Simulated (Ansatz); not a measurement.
Input and command of a calculation in Ansatz (plane waves; scalar-relativistic PAW potentials unless the input names others):

```yaml
crystal:
  lattice:
    - [3.4855, -3.4855, 0.0]
    - [3.4855, 0.0, -3.4855]
    - [13.3613157, 3.77584215, 3.77584215]
  atoms:
    - { symbol: Sr, position: [0.513868055, 0.513868055, 0.1666833333] }
    - { symbol: Sr, position: [-0.763931945, -0.763931945, 0.83335] }
    - { symbol: Sr, position: [-0.125031945, -0.125031945, 0.5000166667] }
    - { symbol: Cl, position: [0.284693055, 0.284693055, 0.4166833333] }
    - { symbol: Cl, position: [0.923593055, -0.076406945, 0.08335] }
    - { symbol: Cl, position: [-0.354206945, -0.354206945, 0.7500166667] }
    - { symbol: Cl, position: [-0.173656945, -0.173656945, 0.9166833333] }
    - { symbol: Cl, position: [0.465243055, 0.465243055, 0.58335] }
    - { symbol: Cl, position: [0.104143055, 0.104143055, 0.2500166667] }
basis:
  ecutwfc: 420
kpoints:
  mp_grid: { grid: [2, 2, 1] }
hamiltonian:
  xc: pbe
scf:
  occupations: { method: gaussian, width: 0.05 }
  mixing: { algorithm: msr1, beta: 0.1, ndim: 8 }
output:
  forces: true
  eigenvalues: true
  stress: true
```

```bash
ansatz run input.yaml --threads 2 --pin off --max-ram 2560MiB --backend cpu --events-out ev --progress --plain --runs-dir out
```

Abridged log:
```
Basis set: ecut = 420 eV, 4967 PW (Γ), exchange–correlation on 72×72×200 points (8 copies of the dense FFT grid, shifted against one another)
Bands: 45, of which v1, the nominal top of the filled ones, is band 36 counted from 1 (35 counted from 0)
Symmetry: 4 space group operations
k-points: 3 of 4
SCF iter   1: F=—  HF=-17131.820300 eV  |F-HF|=—  |Δ(HF+E_count)|=         —  Δρ=4.72e-4  dr2=7.48e-4  ethr=1.77e-3  ⟨swp⟩=20.7  Hψ=1001  notcnv=0
SCF iter   2: F=—  HF=-17131.824469 eV  |F-HF|=—  |Δ(HF+E_count)|=   4.17e-3  Δρ=3.90e-4  dr2=5.02e-4  ethr=1.04e-6  ⟨swp⟩=3.3  Hψ=353  notcnv=0  defer=2
SCF iter   3: F=—  HF=-17131.824375 eV  |F-HF|=—  |Δ(HF+E_count)|=   9.35e-5  Δρ=2.24e-4  dr2=1.54e-4  ethr=6.97e-7  ⟨swp⟩=2.0  Hψ=175  notcnv=0  defer=1
automatic band count: iteration 3 solves 43 bands in place of 45: the levels show a gap, and the empty bands left out lie too high to hold charge; the band table lists the bands solved (type scf.n_extra_bands for more)
SCF iter   4: F=—  HF=-17131.824530 eV  |F-HF|=—  |Δ(HF+E_count)|=   1.55e-4  Δρ=1.19e-4  dr2=3.38e-5  ethr=2.14e-7  ⟨swp⟩=2.0  Hψ=179  notcnv=0  defer=1
SCF iter   5: F=—  HF=-17131.824635 eV  |F-HF|=—  |Δ(HF+E_count)|=   1.05e-4  Δρ=4.59e-5  dr2=5.17e-6  ethr=4.69e-8  ⟨swp⟩=2.0  Hψ=184  notcnv=0  defer=1
SCF iter   6: F=—  HF=-17131.824634 eV  |F-HF|=—  |Δ(HF+E_count)|=   5.75e-7  Δρ=3.16e-5  dr2=2.34e-6  ethr=7.18e-9  ⟨swp⟩=1.0  Hψ=125  notcnv=0  defer=1
SCF iter   7: F=—  HF=-17131.824634 eV  |F-HF|=—  |Δ(HF+E_count)|=   3.49e-7  Δρ=2.22e-5  dr2=1.11e-6  ethr=3.25e-9  ⟨swp⟩=1.0  Hψ=125  notcnv=0  defer=1
SCF iter   8: F=—  HF=-17131.824634 eV  |F-HF|=—  |Δ(HF+E_count)|=   1.79e-7  Δρ=1.63e-5  dr2=5.76e-7  ethr=1.54e-9  ⟨swp⟩=1.0  Hψ=125  notcnv=0  defer=1
SCF iter   9: F=-17131.824634 eV  HF=-17131.824634 eV  |F-HF|=3.67e-8  |Δ(HF+E_count)|=   1.75e-7  Δρ=5.80e-6  dr2=7.14e-8  ethr=1.39e-10  ⟨swp⟩=8.7  Hψ=688  notcnv=0
SCF 1 converged in 9 iterations: F = -17131.824634 eV  dr2 = 7.14e-8
SCF converged after 9 iterations
Free energy (F): -17131.824634 eV
Harris-Foulkes:  -17131.824634 eV  (|F-HF|=3.67e-8)
Internal energy: -17131.824634 eV  (E = F + TS)
E sigma→0 (E₀):  -17131.824634 eV
Fermi energy:    5.962023 eV
--- Forces (eV/Å), atoms counted from 1 ---
  atom   1  Sr     0.03738441    -0.00872051    -0.00872051
  atom   2  Sr    -0.03738441     0.00872051     0.00872051
  atom   3  Sr     0.00000000     0.00000000     0.00000000
  atom   4  Cl    -0.00840398    -0.01672270    -0.01672270
  atom   5  Cl     0.93699188    -0.15441684    -0.15441684
  atom   6  Cl    -0.03886729     0.00923157     0.00923157
  atom   7  Cl    -0.93699188     0.15441684     0.15441684
  atom   8  Cl     0.00840398     0.01672270     0.01672270
  atom   9  Cl     0.03886729    -0.00923157    -0.00923157
--- Stress (GPa, compression-positive) ---
        3.166123       0.167243       0.167243
        0.167243       0.394158      -0.067310
        0.167243      -0.067310       0.394158
  P = ⅓ Tr σ = 1.3181 GPa (13.181 kbar)
```

Apart from outputs and empty bands, the input differs from a reference run on usual settings in scf.mixing.algorithm: not typed → "msr1"; scf.mixing.beta: not typed → 0.1; scf.mixing.ndim: not typed → 8; kpoints.mp_grid.grid: [5, 5, 2] → [2, 2, 1]. The reference, at the same geometry (not necessarily relaxed), gave pressure 1.23 GPa, largest force 0.966 eV/Å, gap on the mesh 4.89 eV. This run converged in 9 SCF iterations (reference: 6) with an energy at zero smearing 5.24 meV/atom above the reference's, pressure 1.32 GPa, largest force 0.962 eV/Å, gap on the mesh 4.84 eV. Its k mesh is looser than usual, and the result moved.